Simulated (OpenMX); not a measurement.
AgCl (Chlorargyrite) under changes of volume

One of the cells (20.458 Å³/atom); the others are scaled copies at fixed shape and fractional positions:

```
CELL_PARAMETERS angstrom
0.00000 2.73500 2.73500
2.73500 0.00000 2.73500
2.73500 2.73500 0.00000
ATOMIC_POSITIONS crystal
Ag 0.00000 0.00000 0.00000
Cl 0.50000 0.50000 0.50000
```

| Property | Result |
| --- | --- |
| Program | OpenMX 3.8.5 |
| Functional | LDA |
| Potentials or basis | OpenMX 2013 LDA set, Ag7.0-s3p2d2, Cl7.0-s2p2d1f1, fixed grid of 40 × 40 × 40 points |
| k mesh | 9 × 9 × 9 |
| Occupations | fermi-dirac, width 0.05 eV |
| Spin | no spin polarisation |

```csv
volume (Å³/atom),energy over the lowest point (meV/atom),gap on the mesh (eV)
19.231,0.30,0.91
19.640,0.00,0.90
20.049,3.04,0.89
20.458,9.32,0.88
20.868,?,?
21.277,29.80,0.88
21.686,43.21,0.87
```

Question: What does the run at 20.868 Å³/atom give?

Answer: Energy over the lowest point 18.49 meV/atom; gap on the mesh 0.88 eV.

Worked out: A Birch-Murnaghan fit of order 3 (a polynomial in V^(-2/3)) to the other rows has its minimum at 19.48 Å³/atom with B0 = V·E''(V) = 70 GPa and B' = 5.2. It gives 18.36 meV/atom at 20.868 Å³/atom, against the run's 18.49. A straight line through the other rows of the gap, of slope -0.302 eV per unit of ln V, gives 0.88 eV, against the run's 0.88.

Energies are extrapolated to zero smearing.

Caveats: an odd mesh through Γ misses points on the zone boundary, where band edges often lie; the basis of atomic orbitals isn't converged, which shifts pressures, moduli and gaps. Spin-orbit coupling on Ag is left out.
